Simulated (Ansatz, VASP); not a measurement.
# NaCl (Halite) in two plane-wave programs, part 2 of 2

Wanted: the spread between two codes on one cell, functional and k mesh. The cell is a member of a volume series, scaled by 0.985 from a relaxed one, so a pressure remains. Other levels of theory on this material are compared in a session of their own.

VASP 6.6.1 and Ansatz 0.2.0.

So far. Step 3 (Ansatz: single point, LDA, volume scaled by 0.985): The run ends at a pressure of 0.62 GPa. Step 5 (Ansatz: single point, PBEsol with D3(BJ), volume scaled …): The run ends at a pressure of 0.54 GPa.

## 8. Ansatz: single point, r2SCAN, volume scaled by 0.985

Level of this step: Ansatz beside VASP: Kohn-Sham DFT, plane waves, r2SCAN (Ansatz).

A single point gives forces, pressure and levels at one fixed geometry, so differences don't come from the geometry; what else differs is listed under the comparison. The cell compared in this pair holds 42.96 Å³, against 40.85 Å³ for the pair before.

The cell is a member of a volume series, scaled by 0.985 from a relaxed one, so a pressure remains.

The input, input.yaml:

```yaml
crystal:
  lattice:
    - [0.0, 2.77976298, 2.77976298]
    - [2.77976298, 0.0, 2.77976298]
    - [2.77976298, 2.77976298, 0.0]
  atoms:
    - { symbol: Cl, position: [0.5, 0.5, 0.5] }
    - { symbol: Na, position: [0.0, 0.0, 0.0] }
hamiltonian:
  xc: r2scan
  pseudopotentials: { kind: paw }
kpoints:
  mp_grid: { grid: [6, 6, 6] }
scf:
  occupations: { method: gaussian, width: 0.03 }
  n_extra_bands: 4
output:
  forces: true
  stress: true
  eigenvalues: true
  write_density: true
  write_potential: true
  elf: true
  volumetric_format: npy
```

Run with:

```bash
> ansatz run input.yaml --threads 2 --pin off --max-ram 4608MiB --backend cpu --events-out ev --progress --plain --runs-dir out
```

Numbers of over 12 decimals in the logs are rounded to 6 here.

Output:

```text
[...]
Crystal: 2 atoms, lattice volume = 42.959 Å³
Basis set: ecut = 500 eV, 1067 PW (Γ), exchange–correlation on 120×120×120 points (64 copies of the dense FFT grid, shifted against one another)
Bands: 12, of which v1, the nominal top of the filled ones, is band 8 counted from 1 (7 counted from 0)
Symmetry: 48 space group operations
[...]
k-points: 16 of 216
[...]
--- Band table (eV; the first three rows and the last of 16) ---
  k-point 0: bands = [... 4 lower, -12.3035, 1.0142, 1.0142, 1.0142, 7.0965, 12.7726, 12.7726, 12.7726]
  k-point 1: bands = [... 4 lower, -12.2109, 0.3846, 0.9364, 0.9364, 7.9274, 12.0221, 13.0925, 13.0925]
  k-point 2: bands = [... 4 lower, -12.0174, -0.6178, 0.7882, 0.7882, 8.9243, 12.1060, 12.9873, 12.9873]
  k-point 15: bands = [... 4 lower, -11.8479, -0.5472, 0.0205, 0.2414, 10.4076, 10.5334, 12.4768, 14.1845]
[key lines of the parts left out:]
SCF converged after 6 iterations
Free energy (F): -2576.324908 eV
Fermi energy:    4.055404 eV
P = ⅓ Tr σ = 0.7602 GPa (7.602 kbar)
```

Elapsed: 1 s, on 2 threads of Arm Neoverse V2, shared host; peak memory 0.36 GiB; 1.9 s of CPU time.

The run ends at a pressure of 0.76 GPa.

## 9. VASP: single point, r2SCAN, volume scaled by 0.985

The same cell, functional, mesh and smearing now go to VASP, with its own data sets and cutoff.

The input asks for a relaxation, which ended at its first step since no free force or stress exceeded the threshold; so it serves as a single point.

The input, INCAR:

```
SYSTEM = NaCl
PREC = Accurate
ENCUT = 450
EDIFF = 1E-06
NELM = 100
ISMEAR = 0
SIGMA = 0.03
LREAL = .FALSE.
ALGO = Normal
METAGGA = R2SCAN
LASPH = .TRUE.
NBANDS = 13
LORBIT = 11
LWAVE = .FALSE.
LCHARG = .FALSE.
KPAR = 4
IBRION = 2
NSW = 30
ISIF = 4
EDIFFG = -0.01
```

The input, POSCAR:

```
NaCl
1.0
    0.0000000000      2.7797629750      2.7797629750
    2.7797629750      0.0000000000      2.7797629750
    2.7797629750      2.7797629750      0.0000000000
Cl Na
1 1
Direct
    0.5000000000      0.5000000000      0.5000000000
    0.0000000000      0.0000000000      0.0000000000
```

The input, KPOINTS:

```
Automatic mesh
0
Gamma
6 6 6
0 0 0
```

PAW data sets: Cl and Na_pv (PBE family, release 64).

Run with:

```bash
> mpirun -np 4 vasp_std
```

Output:

```text
[banner, memory and clock lines left out]
running    4 mpi-ranks, on    1 nodes
[...]
[... a notice as in an earlier step ...]

 LDA part: xc-table for (None), standard interpolation
 POSCAR, INCAR and KPOINTS ok, starting setup
[...]
entering main loop
       N       E                     dE             d eps       ncg     rms          rms(c)
DAV:   1     0.902788954137E+02    0.90279E+02   -0.68937E+03   426   0.101E+03
DAV:   2    -0.780954771771E+01   -0.98088E+02   -0.91057E+02   454   0.291E+02
DAV:   3    -0.158108520502E+02   -0.80013E+01   -0.79598E+01   541   0.763E+01
DAV:   4    -0.159472389987E+02   -0.13639E+00   -0.13630E+00   471   0.104E+01
[...]
DAV:  11    -0.137887694456E+02   -0.17333E-04   -0.58243E-05   451   0.669E-02    0.512E-02
DAV:  12    -0.137887718886E+02   -0.24430E-05   -0.46375E-06   486   0.162E-02    0.346E-03
DAV:  13    -0.137887721110E+02   -0.22242E-06   -0.11829E-07   298   0.329E-03
   1 F= -.13788772E+02 E0= -.13788772E+02  d E =-.137888E+02
[...]
reached required accuracy - stopping structural energy minimisation
```

OUTCAR, selected parts (step 9):

```text
  Total        0.1201285      0.1201285      0.1201285      0.0000000     -0.0000000      0.0000000
  in kB        4.4802617      4.4802617      4.4802617      0.0000000     -0.0000000      0.0000000
  external PRESSURE =       4.4802617 kB  Pullay stress =       0.0000000 kB

 POSITION                                       TOTAL-FORCE (eV/Angst)
 -----------------------------------------------------------------------------------
      2.77976      2.77976      2.77976         0.000000     -0.000000      0.000000
      0.00000      0.00000      0.00000        -0.000000      0.000000     -0.000000
 -----------------------------------------------------------------------------------
    total drift:                                0.000000      0.000000      0.000000

  FREE ENERGIE OF THE ION-ELECTRON SYSTEM (eV)
  ---------------------------------------------------
  free  energy   TOTEN  =       -13.7887721110 eV

  energy  without entropy=      -13.7887721110  energy(sigma->0) =      -13.78877211

[... 2 parts as in an earlier step ...]

[... 2 further parts left out ...]
[key lines of the parts left out:]
E-fermi :  -0.7708
```

## 10. Comparison

What differs besides the data sets and the points named for the pairs above, as far as they apply: VASP keeps PBE cores, Ansatz makes them for the functional; the cutoff is 500 eV in Ansatz and 450 eV in VASP. Total energies have different zeros and are not compared.

Compared:

| quantity | Ansatz | VASP | difference |
| --- | --- | --- | --- |
| pressure (GPa) | 0.76 | 0.45 | +0.31 |
| gap on the k mesh (eV) | 6.082 | 6.104 | -0.022 |

A gap on the mesh is an upper bound, since the band edges may lie between its points.

## 11. Summary of results

```json
{
 "difference in gap on the k mesh (single point, LDA, volume scaled by 0.985)": "-0.0069 eV",
 "difference in gap on the k mesh (single point, PBEsol with D3(BJ), volume scaled by 0.985)": "0.0053 eV",
 "difference in gap on the k mesh (single point, r2SCAN, volume scaled by 0.985)": "-0.022 eV"
}
```

In words: The difference in gap on the k mesh is -0.022 eV (single point, r2SCAN, volume scaled by 0.985), within the 0.08 eV picked in this series as the mark of a large difference. 3 further runs of this series are not shown here. Such differences can come from data sets, numerical settings and the points named under the comparisons, not from the functional's error against experiment.

[Lines on the potential files, build, host, timing and source positions are cut from VASP's logs without a mark.]

[Logs are printed without paths, hosts, clocks, repeated set-up lines and the standing remarks that a program may print on its own settings, such as how far it seeks lower states.]

[Hosts, paths, dates, database ids (printed as entryN), source tags and the programs' standing remarks are cut or masked in the printed files.]
